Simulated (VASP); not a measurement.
Runs of VASP 6.6.1 on Pd. The structure is cubic, space group Fd-3m (No. 227). Conventional cell: a = 5.618 Å, b = 5.618 Å, c = 5.618 Å, α = 90.00°, β = 90.00°, γ = 90.00°. Around Pd (site symmetry -43m) lie 4 Pd at 2.43 Å. This isn't the form of Pd at room conditions, which is fcc.

```tsv
spin	cell	k mesh	smearing	gap on the mesh (eV)	pressure (GPa)	moment (μB)
off	Fd-3m, 22.17 Å³/atom	16 × 16 × 16	fermi-dirac 0.1 eV	none	(a)	-
collinear, typed start	Fd-3m, 22.16 Å³/atom	16 × 16 × 16	fermi-dirac 0.05 eV	none	-0.3	(b)
collinear, typed start	Fd-3m, 22.16 Å³/atom	11 × 11 × 11	fermi-dirac 0.05 eV	none	-0.4	0.84
off	Fd-3m, 22.17 Å³/atom	11 × 11 × 11	fermi-dirac 0.1 eV	none	-0.3	-
off	Fd-3m, 23.94 Å³/atom	11 × 11 × 11	fermi-dirac 0.1 eV	none	-6.1	-
```

Alike in all rows: task single point; level LDA; potentials or basis VASP PAW LDA potentials, release 64 (Pd); cutoff (eV) 520.

Task: Fill in the values left out.

Result: (a) -0.2; (b) 0.82.

A k mesh can miss the band edges, and the runs leave out spin-orbit coupling on Pd.

A gap of «none» marks a metal or a gap under the smearing width.
